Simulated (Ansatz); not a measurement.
P (I-42d)

Method: DFT PBE, scalar-relativistic, plane waves, PAW (Ansatz).

Settings: cutoff 420 eV, Γ-centred mesh 6×6×6 on the computed 8-atom cell, Gaussian smearing of 0.02 eV; no spin polarisation.

The structure is relaxed at this level of theory with its symmetry kept, and needn't be the ground state of this composition.

```cif
data_structure
_symmetry_space_group_name_H-M 'I-42d'
_symmetry_Int_Tables_number 122
_cell_length_a 7.8781
_cell_length_b 7.8781
_cell_length_c 6.4383
_cell_angle_alpha 90.000
_cell_angle_beta 90.000
_cell_angle_gamma 90.000
_cell_volume 399.59
loop_
_atom_site_label
_atom_site_type_symbol
_atom_site_symmetry_multiplicity
_atom_site_Wyckoff_symbol
_atom_site_fract_x
_atom_site_fract_y
_atom_site_fract_z
_atom_site_occupancy
P1 P 16 e 0.44044 0.31006 0.96673 1
```

```json
{
  "Space group": "I-42d (No. 122)",
  "Volume per atom": "168.5 bohr³",
  "Energy over the standard state (uncorrected)": "+0.033 eV/atom",
  "Kohn–Sham band gap": "1.58 eV",
  "Orbital (Löwdin) character of the top 1 eV of the valence band": "P 3p 84 %, P 3s 14 %",
  "Orbital (Löwdin) character of the lowest 1 eV of the conduction band": "P 3p 76 %, P 3s 13 %, unprojected 11 %",
  "Bader charge by site (e)": "P (8 in the cell) 0.00"
}
```

Another cell of P relaxed alike, in P2/m, lies 31 meV/atom lower, so this cell isn't the stable form at this level.

The cell was found from a structure generator's guess, not taken from experiment. Kohn–Sham gaps at this level usually fall short of measured ones. Löwdin shares on free-atom orbitals overweight diffuse shells in the empty bands.
